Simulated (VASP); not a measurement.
Here is a VASP 6.6.1 calculation.

Contents of INCAR:

```
SYSTEM = MgS
  ALGO = Normal
  EDIFF = 1E-6
  ENCUT = 520
  GGA = PE
  ISIF = 2
  ISMEAR = 0
  LASPH = .True.
  LCHARG = .True.
  LELF = .True.
  LREAL = Auto
  LVHAR = .True.
  LWAVE = .False.
  NBANDS = 46
  NELM = 80
  PREC = Accurate
  SIGMA = 0.02
```

Contents of KPOINTS:

```
k-points
0
Gamma
  9 9 1
  0 0 0
```

File POSCAR:

```
MgS
1.0
    4.0336825624      0.0000000000      0.0000000000
   -2.0168412812      3.4932715699      0.0000000000
    0.0000000000      0.0000000000     26.2513999609
Mg S
8 8
Direct
    0.0000000000      0.0000000000     -0.0001377560
    0.3333333333      0.6666666667      0.1242775855
    0.6666666667      0.3333333333      0.2495000495
    0.0000000000      0.0000000000      0.3746911154
    0.3333333333      0.6666666667      0.4998686469
    0.6666666667      0.3333333333      0.6250442439
    0.0000000000      0.0000000000      0.7502280161
    0.3333333333      0.6666666667      0.8754444753
    0.0000000000      0.0000000000      0.0936921410
    0.3333333333      0.6666666667      0.2183819590
    0.6666666667      0.3333333333      0.3435880009
    0.0000000000      0.0000000000      0.4687719941
    0.3333333333      0.6666666667      0.5939470168
    0.6666666667      0.3333333333      0.7191257028
    0.0000000000      0.0000000000      0.8443145208
    0.3333333333      0.6666666667      0.9692622881
```

Potentials or basis: VASP PAW PBE potentials, release 64 (Mg, S).

Run with:

```sh
$ cat potpaw_PBE.64/Mg/POTCAR potpaw_PBE.64/S/POTCAR > POTCAR
$ mpirun -np 1 vasp_std > vasp.out
```

Question: Estimate the band gap on the k mesh.

Answer: 3.36 eV, direct.

Question: Estimate the pressure.

Answer: -0.2 GPa.

Question: Estimate the largest force.

Answer: 0.005 eV/Å.

Forces in eV/Å, atoms in the order of the input:
```
Mg   0.000  0.000  0.001
Mg   0.000  0.000  0.002
Mg   0.000  0.000  0.000
Mg   0.000  0.000 -0.001
Mg   0.000  0.000 -0.002
Mg   0.000  0.000 -0.003
Mg   0.000  0.000 -0.003
Mg   0.000  0.000 -0.003
S    0.000  0.000 -0.002
S    0.000  0.000  0.005
S    0.000  0.000  0.000
S    0.000  0.000  0.003
S    0.000  0.000 -0.001
S    0.000  0.000  0.003
S    0.000  0.000  0.003
S    0.000  0.000 -0.003
```

Caveat: an odd mesh through Γ misses points on the zone boundary, where band edges often lie.
